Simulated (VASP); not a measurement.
# KI (Fm-3m) in VASP: a series of runs

One crystal, KI, is run at these levels: PBE; tasks: relaxation of the atoms.

Everything below comes from runs of VASP 6.6.1. Logs are shortened: lines on timing, memory, paths and dates and some standing lists are left out, and cuts for length are marked.

**Experimental background.**

From a printed reference work, monograph, for a bulk crystal of KI: band gap 6.32 eV.

How close the calculation comes is told below.

**1. The structure**

Symmetry: Fm-3m, No. 225, cubic system. The conventional cell has a = 7.189 Å, b = 7.189 Å, c = 7.189 Å, α = 90.00°, β = 90.00°, γ = 90.00°. K (site symmetry m-3m) is surrounded by 6 I at 3.59 Å. I (site symmetry m-3m) has 6 K at 3.59 Å as nearest neighbours.

**2. Relaxation of the atoms, PBE (a relaxed cell with its volume scaled by 0.94)**

INCAR

```
SYSTEM = KI
PREC     = Accurate       ! precision mode
ENCUT    = 600            ! plane-wave cutoff, eV
EDIFF    = 1E-7           ! SCF threshold, eV
ISMEAR   = 0              ! smearing method
SIGMA    = 0.03           ! smearing width, eV
LREAL    = .FALSE.        ! projectors in reciprocal space
LASPH    = .TRUE.         ! aspherical terms in the spheres
NELM     = 80             ! most SCF steps
ALGO     = Normal         ! electronic algorithm
ISIF     = 2              ! what is computed and relaxed
LWAVE    = .FALSE.        ! write WAVECAR
LCHARG   = .FALSE.        ! write CHGCAR
GGA      = PE             ! functional
IBRION   = 2              ! ionic algorithm
NSW      = 40             ! ionic steps
EDIFFG   = -0.01          ! ionic threshold
```

KPOINTS

```
Automatic mesh
0
G
  8 8 8
  0 0 0
```

POSCAR

```
KI                                      
1.0
    0.0000000000      3.5210106703      3.5210106703
    3.5210106703      0.0000000000      3.5210106703
    3.5210106703      3.5210106703      0.0000000000
  K               I             
     1     1
Direct
     0.0000000000000000    0.0000000000000000    0.0000000000000000
     0.5000000000000000    0.5000000000000000    0.5000000000000000
```

Potentials or basis: VASP PAW PBE potentials, release 64 (K_sv, I).

Launch:

```console
$ cat potpaw_PBE.64/K_sv/POTCAR potpaw_PBE.64/I/POTCAR > POTCAR
$ mpirun -np 1 vasp_std > vasp.out
```

OUTCAR:

```text
SYSTEM = KI
   PREC = Accurate
   ENCUT = 600
   EDIFF = 1E-7
   ISMEAR = 0
   LREAL = .FALSE.
   LASPH = .TRUE.
   NELM = 80
   ISIF = 2
   GGA = PE
   IBRION = 2
   NSW = 40
   EDIFFG = -0.01

 ion  position               nearest neighbor table
   1  0.000  0.000  0.000-   2 3.52   2 3.52   2 3.52   2 3.52   2 3.52   2 3.52
   2  0.500  0.500  0.500-   1 3.52   1 3.52   1 3.52   1 3.52   1 3.52   1 3.52

  LATTYP: Found a face centered cubic cell.
 ALAT       =     7.0420213406

  Lattice vectors:

 A1 = (   0.0000000000,   3.5210106703,   3.5210106703)
 A2 = (   3.5210106703,   0.0000000000,   3.5210106703)
 A3 = (   3.5210106703,   3.5210106703,   0.0000000000)

Analysis of symmetry for initial positions (statically):
=====================================================================
 Subroutine PRICEL returns:
 Original cell was already a primitive cell.

 Routine SETGRP: Setting up the symmetry group for a
 face centered cubic supercell.

 Subroutine GETGRP returns: Found 48 space group operations
 (whereof 48 operations were pure point group operations)
 out of a pool of 48 trial point group operations.

The static configuration has the point symmetry O_h .

Analysis of symmetry for dynamics (positions and initial velocities):
=====================================================================
 Subroutine PRICEL returns:
 Original cell was already a primitive cell.

 Routine SETGRP: Setting up the symmetry group for a
 face centered cubic supercell.

 Subroutine GETGRP returns: Found 48 space group operations
 (whereof 48 operations were pure point group operations)
 out of a pool of 48 trial point group operations.

The dynamic configuration has the point symmetry O_h .

 Subroutine INISYM returns: Found 48 space group operations
 (whereof 48 operations are pure point group operations),
 and found     1 'primitive' translations

----------------------------------------------------------------------------------------

                                     Primitive cell

  volume of cell :      87.3036

  direct lattice vectors                    reciprocal lattice vectors
     0.000000000  3.521010670  3.521010670    -0.142004682  0.142004682  0.142004682
     3.521010670  0.000000000  3.521010670     0.142004682 -0.142004682  0.142004682
     3.521010670  3.521010670  0.000000000     0.142004682  0.142004682 -0.142004682

[... 93 lines left out ...]
   PSTRESS=    0.0 pullay stress
   NELECT =      16.0000    total number of electrons
   NUPDOWN=      -1.0000    fix difference up-down
   EMIN   =  10.00;   EMAX   =-10.00  energy-range for DOS
   EFERMI =   0.00;   METHOD = LEGACY
   ISMEAR =     0;   SIGMA  =   0.03  broadening in eV -4-tet -1-fermi 0-gaus
   EFERMI_NEDOS =   21; number of points for ismear=-14 and -15
   IALGO  =     38    algorithm
   IMIX   =      4    mixing-type and parameters
     AMIX     =   0.40;   BMIX     =  1.00
     AMIX_MAG =   1.60;   BMIX_MAG =  1.00
  volume/ion in A,a.u.               =      43.65       294.58
  Fermi-wavevector in a.u.,A,eV,Ry     =   0.929903  1.757261 11.765215  0.864719
  Thomas-Fermi vector in A             =   2.056234
   LORBIT       =      0    0 simple, 1 ext, 2 COOP (PROOUT), +10 PAW based schemes
   GGA     = PE    functional components
   LHFCALC =     F    Hartree Fock is set to
   AEXX    =    0.0000 exact exchange contribution
   IVDW    =     0    specifies the selected vdW correction
   LEPSILON=     F    determine dielectric tensor
   LRPA    =     F    only Hartree local field effects (RPA)
 conjugate gradient relaxation of ions
 non-spin polarized calculation
 Gauss-broadening in eV      SIGMA  =   0.03
  energy-cutoff  :      600.00
  volume of cell :       87.30
 maximum number of plane-waves:      2936
   NGX = 19   NGY = 19   NGZ = 19

 number of electron      15.9999999 magnetization

 Free energy of the ion-electron system (eV)
  ---------------------------------------------------
  ext. energy  EPLUGINS =         0.00000000
  ---------------------------------------------------
  free energy    TOTEN  =        -5.55275721 eV

  energy without entropy =       -5.55275721  energy(sigma->0) =       -5.55275721

 E-fermi :  -0.2310     XC(G=0):  -7.2168

 val. band max:       -0.3632661029   @ k =   0.0000   0.0000   0.0000
 cond. band min:       3.6232066826   @ k =   0.0000   0.0000   0.0000
 fundamental gap:      3.9864727855
 Fermi energy:        -0.2310151605

 k-point     1 :       0.0000    0.0000    0.0000
  band No.  band energies     occupation
      1     -28.8475      2.00000
      2     -12.3368      2.00000
      3     -12.3368      2.00000
      4     -12.3368      2.00000
      5     -10.8804      2.00000
      6      -0.3633      2.00000
      7      -0.3633      2.00000
      8      -0.3633      2.00000
      9       3.6232      0.00000
     10       6.1291      0.00000
     11       6.1291      0.00000
     12       6.1291      0.00000
[... 331 lines left out ...]
 k-point    24 :      -0.3750    0.2500    0.1250
  band No.  band energies     occupation
      1     -28.8449      2.00000
      2     -12.4507      2.00000
      3     -12.3546      2.00000
      4     -12.3458      2.00000
      5     -10.6294      2.00000
      6      -1.4882      2.00000
      7      -0.9176      2.00000
      8      -0.7588      2.00000
      9       5.6864      0.00000
     10       6.4900      0.00000
     11       7.0585      0.00000
     12       7.9267      0.00000

 [... further k-points ...]

------------------------ aborting loop because EDIFF is reached ----------------------------------------

  FORCE on cell =-STRESS in cart. coord.  units (eV):
  Direction    XX          YY          ZZ          XY          YZ          ZX
  --------------------------------------------------------------------------------------
  -------------------------------------------------------------------------------------
  Total        0.4132111      0.4132111      0.4132111     -0.0000000     -0.0000000      0.0000000
  in kB        7.5831664      7.5831664      7.5831664     -0.0000000     -0.0000000      0.0000000
  external PRESSURE =       7.5831664 kB  Pullay stress =       0.0000000 kB

 VOLUME and BASIS-vectors are now :
 -----------------------------------------------------------------------------
  energy-cutoff  :      600.00
  volume of cell :       87.30
      direct lattice vectors                 reciprocal lattice vectors
     0.000000000  3.521010670  3.521010670    -0.142004682  0.142004682  0.142004682
     3.521010670  0.000000000  3.521010670     0.142004682 -0.142004682  0.142004682
     3.521010670  3.521010670  0.000000000     0.142004682  0.142004682 -0.142004682

 POSITION                                       TOTAL-FORCE (eV/Angst)
 -----------------------------------------------------------------------------------
      0.00000      0.00000      0.00000         0.000000      0.000000      0.000000
      3.52101      3.52101      3.52101        -0.000000     -0.000000     -0.000000
 -----------------------------------------------------------------------------------
    total drift:                                0.000000     -0.000000     -0.000000

  FREE ENERGIE OF THE ION-ELECTRON SYSTEM (eV)
  ---------------------------------------------------
  free  energy   TOTEN  =        -5.5527572149 eV

  energy  without entropy=       -5.5527572149  energy(sigma->0) =       -5.55275721

 reached required accuracy - stopping structural energy minimisation
```

OSZICAR:

```text
N       E                     dE             d eps       ncg     rms          rms(c)
DAV:   1     0.102626637622E+03    0.10263E+03   -0.72521E+03   696   0.129E+03
DAV:   2     0.123907865430E+01   -0.10139E+03   -0.94587E+02   836   0.258E+02
DAV:   3    -0.530464881413E+01   -0.65437E+01   -0.65063E+01   900   0.615E+01
DAV:   4    -0.563052025846E+01   -0.32587E+00   -0.32562E+00  1312   0.123E+01
DAV:   5    -0.563183513585E+01   -0.13149E-02   -0.13148E-02   904   0.749E-01    0.310E+00
DAV:   6    -0.555070843785E+01    0.81127E-01   -0.11872E-01   856   0.221E+00    0.223E+00
DAV:   7    -0.554691518753E+01    0.37933E-02   -0.13260E-01   892   0.212E+00    0.805E-01
DAV:   8    -0.555209995790E+01   -0.51848E-02   -0.14996E-02   904   0.915E-01    0.111E-01
DAV:   9    -0.555250948501E+01   -0.40953E-03   -0.83844E-04   912   0.195E-01    0.674E-02
DAV:  10    -0.555274037294E+01   -0.23089E-03   -0.23346E-04   836   0.109E-01    0.231E-02
DAV:  11    -0.555275583872E+01   -0.15466E-04   -0.33649E-05   888   0.369E-02    0.112E-02
DAV:  12    -0.555275696847E+01   -0.11298E-05   -0.49847E-06   844   0.184E-02    0.122E-02
DAV:  13    -0.555275739554E+01   -0.42708E-06   -0.12523E-06   896   0.726E-03    0.381E-03
DAV:  14    -0.555275719970E+01    0.19584E-06   -0.11086E-07   796   0.280E-03    0.605E-04
DAV:  15    -0.555275721495E+01   -0.15245E-07   -0.68033E-09   564   0.653E-04
   1 F= -.55527572E+01 E0= -.55527572E+01  d E =-.555276E+01
```

Run time: 43 s. Hardware: 1 thread of Intel Xeon Platinum 8488C (Sapphire Rapids), shared host; peak memory 0.25 GiB.

What came out:

```yaml
Free_energy: -5.5528 eV
Pressure_after_relaxing: 0.8 GPa
Band_gap_on_the_k_mesh: 3.99 eV, direct
```

Final structure:
```cif
data_structure
_symmetry_space_group_name_H-M 'P 1'
_symmetry_Int_Tables_number 1
_cell_length_a 4.9795
_cell_length_b 4.9795
_cell_length_c 4.9795
_cell_angle_alpha 60.000
_cell_angle_beta 60.000
_cell_angle_gamma 60.000
_cell_volume 87.30
loop_
_atom_site_label
_atom_site_type_symbol
_atom_site_fract_x
_atom_site_fract_y
_atom_site_fract_z
_atom_site_occupancy
K1 K 0.00000 0.00000 0.00000 1
I1 I 0.50000 0.50000 0.50000 1
```

Levels at points of the mesh, in eV from the valence-band top:
```csv
k point,band 6,band 7,band 8,band 9,band 10,band 11
"(0.00, 0.00, 0.00)",0.00,0.00,0.00,3.99,6.49,6.49
"(0.50, 0.00, 0.00)",-1.34,-0.34,-0.34,5.53,7.74,8.16
"(0.50, 0.50, 0.00)",-1.01,-0.37,-0.37,4.92,5.79,8.11
```

Caveat: the relaxation stopped at its first step, so nothing moved; spin-orbit coupling is left out, which moves the levels of the heavy elements. A k mesh can miss the band edges.

(Continued in part 2 of 2.)
